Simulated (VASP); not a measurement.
Something may be wrong with this VASP 6.6.1 calculation of Nd.

INCAR

```
SYSTEM = Nd
PREC = Accurate ; ENCUT = 520
EDIFF = 1E-8 ; ISMEAR = 1
SIGMA = 0.2 ; LREAL = .FALSE.
LASPH = .TRUE. ; NELM = 83
ALGO = Normal ; ISIF = 2
LWAVE = .FALSE. ; LCHARG = .FALSE.
ISPIN = 2 ; MAGMOM = 3
LORBIT = 11 ; LMAXMIX = 6
GGA = PE ; LEFG = .TRUE.
```

Contents of KPOINTS:

```
Automatic mesh
0
G
  4 4 4
  0 0 0
```

File POSCAR:

```
Nd
6.9616
    0.000000000000      0.707106125029      0.707106125029
    0.707106125029      0.000000000000      0.707106125029
    0.707106125029      0.707106125029      0.000000000000
Nd
1
Direct
    0.0000000000      0.0000000000      0.0000000000
```

Potentials or basis: VASP PAW PBE potentials, release 64 (Nd_3), 4f in core.

Command:

```console
$ cat potpaw_PBE.64/Nd_3/POTCAR > POTCAR
$ mpirun -np 1 vasp_std > vasp.out
```

OUTCAR:

```text
SYSTEM = Nd
   PREC = Accurate
   ENCUT = 520
   EDIFF = 1E-8
   ISMEAR = 1
   LREAL = .FALSE.
   LASPH = .TRUE.
   NELM = 83
   ISIF = 2
   ISPIN = 2
   LORBIT = 11
   GGA = PE

 ion  position               nearest neighbor table
   1  0.000  0.000  0.000-

  LATTYP: Found a face centered cubic cell.
 ALAT       =     9.8451800000

  Lattice vectors:

 A1 = (   0.0000000000,   4.9225900000,   4.9225900000)
 A2 = (   4.9225900000,   0.0000000000,   4.9225900000)
 A3 = (   4.9225900000,   4.9225900000,   0.0000000000)

Analysis of symmetry for initial positions (statically):
[... 255 lines left out ...]
   1      -0.000    -0.000     0.000       0.000
----------------------------------------------------------------------

 Eigenvectors
----------------------------------------------------------------------

 ion   1
 xx      -0.378    -0.438     0.816
 yy      -0.724     0.689     0.035
 zz      -0.577    -0.577    -0.577

----------------------------------------------------------------------

           NMR quadrupolar parameters

 Cq : quadrupolar parameter    Cq=e*Q*V_zz/h
 eta: asymmetry parameters     (V_yy - V_xx)/ V_zz
 Q  : nuclear electric quadrupole moment in mb (millibarn)
----------------------------------------------------------------------
 ion       Cq(MHz)       eta       Q (mb)
----------------------------------------------------------------------
   1       0.000       0.000       1.000
----------------------------------------------------------------------

--------------------------------------------------------------------------------------------------------

 total charge

# of ion       s       p       d       tot
------------------------------------------
    1        2.253   5.745   0.592   8.590

 magnetization (x)

# of ion       s       p       d       tot
------------------------------------------
    1        0.012  -0.000   0.565   0.577

=======================================================================
```

On the terminal:

```text
POSCAR found type information on POSCAR Nd
 POSCAR found :  1 types and       1 ions
 scaLAPACK will be used
 LDA part: xc-table for (Slater+PW92), standard interpolation
 POSCAR, INCAR and KPOINTS ok, starting setup
 FFT: planning ... GRIDC
 FFT: planning ... GRID_SOFT
 FFT: planning ... GRID
 WAVECAR not read
 entering main loop
ion   1
```

Task: How did it end, and where is the flaw?

Result: Self-consistency was reached. The input holds a flaw that was put in on purpose: cell typed in bohr. The program doesn't stop on it, so the numbers can't be trusted though the run ends normally.
